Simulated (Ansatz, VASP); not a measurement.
**Si: VASP beside Ansatz**

File INCAR:

```
SYSTEM = Si
PREC = Accurate
ENCUT = 520
EDIFF = 1E-6
ISMEAR = 0
SIGMA = 0.05
LREAL = .FALSE.
LASPH = .TRUE.
NELM = 60
ALGO = Normal
ISIF = 2
LWAVE = .FALSE.
LCHARG = .TRUE.
GGA = CA
LELF = .TRUE.
LVHAR = .TRUE.
NBANDS = 11
```

Contents of KPOINTS:

```
regular mesh
0
G
  12 12 12
  0 0 0
```

File POSCAR:

```
Si
1.0
    0.0000000000      2.6840054165      2.4064792564
    2.6840054165      0.0000000000      2.4064792564
    2.6840054165      2.6840054165      0.0000000000
Si
2
Direct
    0.5000000000      0.5000000000      0.5000000000
    0.7500000000      0.7500000000      0.7500000000
```

Input for Ansatz:

```yaml
crystal:
  lattice:
    - [0.0, 2.6840054165, 2.4064792564]
    - [2.6840054165, 0.0, 2.4064792564]
    - [2.6840054165, 2.6840054165, 0.0]
  atoms:
    - { symbol: Si, position: [0.5, 0.5, 0.5] }
    - { symbol: Si, position: [0.75, 0.75, 0.75] }
basis:
  ecutwfc: 420
kpoints:
  mp_grid: { grid: [12, 12, 12] }
hamiltonian:
  xc: lda
  pseudopotentials: { kind: paw, azcp: { folder: soft_1 } }
scf:
  occupations: { method: gaussian, width: 0.05 }
output:
  forces: true
  stress: true
  eigenvalues: true
```

Alike in both runs: task single point; functional LDA; k mesh 12 × 12 × 12; occupations gaussian, width 0.05 eV; no spin polarisation.

|  | VASP | Ansatz |
| --- | --- | --- |
| version | VASP 6.6.1 | Ansatz 0.2.0 |
| potentials or method | VASP PAW LDA potentials, release 64 (Si) | scalar-relativistic, plane waves, PAW |
| plane-wave cutoff (eV) | 520 | 420 |
| valence electrons in the cell | 8 | 8 |

```tsv
	VASP	Ansatz	Ansatz less VASP
gap on the k mesh at the Fermi level (eV)	none	none	-
pressure (GPa)	15.3	15.2	-0.09
largest component of the traceless stress (GPa)	4.21	4.22	+0.012
```

A gap of «none» marks a metal or a gap that the smearing closes. Ansatz warned: «pseudo_functional_mismatch».

Caveats: so large a pressure means that the cell lies far from this level's equilibrium, or that cutoff or potentials fall short (VASP).
